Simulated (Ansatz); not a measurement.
TiC:

```
Ti C
1.0
     0.00000    2.16572    2.16572
     2.16572    0.00000    2.16572
     2.16572    2.16572    0.00000
Ti C
1 1
Cartesian
  0.0000 0.0000 0.0000
  2.1657 2.1657 2.1657
```

The cell is a database's computed one.

| Quantity | Value |
| --- | --- |
| Program | Ansatz 0.2.0 |
| Task | relaxation of cell and atoms |
| Functional | BLYP |
| Potentials or basis | Ansatz PAW |
| Cutoff | 420 eV (not typed: the program's choice for these potentials) |
| k mesh | 11 × 11 × 11 |
| Occupations | fermi-dirac, width 0.05 eV |
| Spin | no spin polarisation |

At the start: volume 10.16 Å³/atom.

Task: How do energy, volume and symmetry change on relaxing?

Result: It ends after 6 steps and the volume is 10.50 Å³/atom (+3.4 %); space group Fm-3m (No. 225, to 0.05 Å).

The path:
```tsv
step	energy change (eV)	largest force (eV/Å)	volume (Å³)
1	0.0000	0.0000	20.32
2	-0.0157	0.0000	20.91
3	-0.0158	0.0000	20.99
4	-0.0174	0.0000	20.99
5	-0.0174	0.0000	21.01
6	-0.0174	0.0000	21.01
```

Final structure:
```
Ti C
1.0
     0.00000    2.18999    2.18999
     2.18999    0.00000    2.18999
     2.18999    2.18999    0.00000
Ti C
1 1
Direct
  0.00000 0.00000 0.00000
  0.50000 0.50000 0.50000
```

Caveat: the plane-wave basis is chosen anew once the cell has moved, so the energies of steps on either side of that aren't comparable; the pressure holds a Pulay correction of +0.3 GPa for the finite cutoff; the PAW data sets come from PBE, with cores solved anew for the run's functional, which leaves a small shift of forces and pressure.
